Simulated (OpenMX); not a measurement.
Crystal: CdTe.

```xyz
2
Lattice="0.0000 3.2050 3.2050 3.2050 0.0000 3.2050 3.2050 3.2050 0.0000" Properties=species:S:1:pos:R:3 pbc="T T T"
Te    4.8075    4.8075    4.8075
Cd    0.0000    0.0000    0.0000
```

Base run:

```yaml
Program: OpenMX 3.8.5
Functional: PBE
Potentials_or_basis: OpenMX 2013 PBE set, Te7.0-s3p2d2f1, Cd7.0-s3p2d2, grid cutoff 500 Ry
k_mesh: 7 × 7 × 7
Occupations: fermi-dirac, width 0.05 eV
Spin: no spin polarisation
```

Its results: band gap on the k mesh 1.21 eV, direct.

Q: The run is repeated on the same cell with these changes: k mesh from 7 × 7 × 7 to 5 × 5 × 5; spin from no spin polarisation to non-collinear spin, zero start, spin-orbit coupling. What comes out?

A: Band gap on the k mesh 0.93 eV, direct; net moment 0.00 μB per cell.

Several settings changed at once, so the effect can't be laid on one alone.

Caveats: the basis of atomic orbitals isn't converged, which shifts pressures, moduli and gaps; spin-orbit coupling is left out, which moves the levels of the heavy elements (some runs); total energies with and without spin-orbit coupling shouldn't be compared in this program (some runs).
